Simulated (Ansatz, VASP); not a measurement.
# One calculation of KI, two programs

The input INCAR:

```
PREC = Accurate
ENCUT = 520
EDIFF = 1E-6
ISMEAR = 0
SIGMA = 0.05
LREAL = False
LASPH = True
NELM = 80
ALGO = Normal
ISIF = 2
LWAVE = False
LCHARG = True
GGA = PE
LELF = True
LVHAR = True
NBANDS = 15
```

File KPOINTS:

```
Automatic mesh
0
Gamma
  6 6 6
```

Contents of POSCAR:

```
KI
1.0
    0.0000000000      3.8065140000      3.2425860000
    3.8065140000      0.0000000000      3.2425860000
    3.8065140000      3.8065140000      0.0000000000
K I
1 1
Direct
    0.0000000000      0.0000000000      0.0000000000
    0.5000000000      0.5000000000      0.5000000000
```

Input for Ansatz:

```yaml
crystal:
  lattice:
    - [0.0, 3.806514, 3.242586]
    - [3.806514, 0.0, 3.242586]
    - [3.806514, 3.806514, 0.0]
  atoms:
    - { symbol: K, position: [0.0, 0.0, 0.0] }
    - { symbol: I, position: [0.5, 0.5, 0.5] }
basis:
  ecutwfc: 420
kpoints:
  mp_grid: { grid: [6, 6, 6] }
hamiltonian:
  xc: pbe
scf:
  occupations: { method: gaussian, width: 0.05 }
output:
  forces: true
  stress: true
  eigenvalues: true
```

Change from the starting cell: strain +0.080 along x and y, -0.080 along z, atoms carried along.

Alike in both runs: task single point; functional PBE; k mesh 6 × 6 × 6; occupations gaussian, width 0.05 eV; no spin polarisation.

```csv
,VASP,Ansatz
version,VASP 6.6.1,Ansatz 0.2.0
potentials or method,"VASP PAW PBE potentials, release 64 (K_sv, I)","scalar-relativistic, plane waves, PAW"
plane-wave cutoff (eV),520,420
valence electrons in the cell,16,26
```

Ansatz gave:

```
gap on the k mesh at the Fermi level (eV)       : 3.78
least direct gap on the mesh (eV)               : 3.78
pressure (GPa)                                  : 0.8
largest component of the traceless stress (GPa) : 3.08
```

Task: Estimate VASP's values.

Result: gap on the k mesh at the Fermi level (eV): 3.77; least direct gap on the mesh (eV): 3.77; pressure (GPa): 0.8; largest component of the traceless stress (GPa): 3.11.

The two sets of potentials don't hold the same shells in valence.

Caveats: spin-orbit coupling is left out, which moves the levels of the heavy elements.
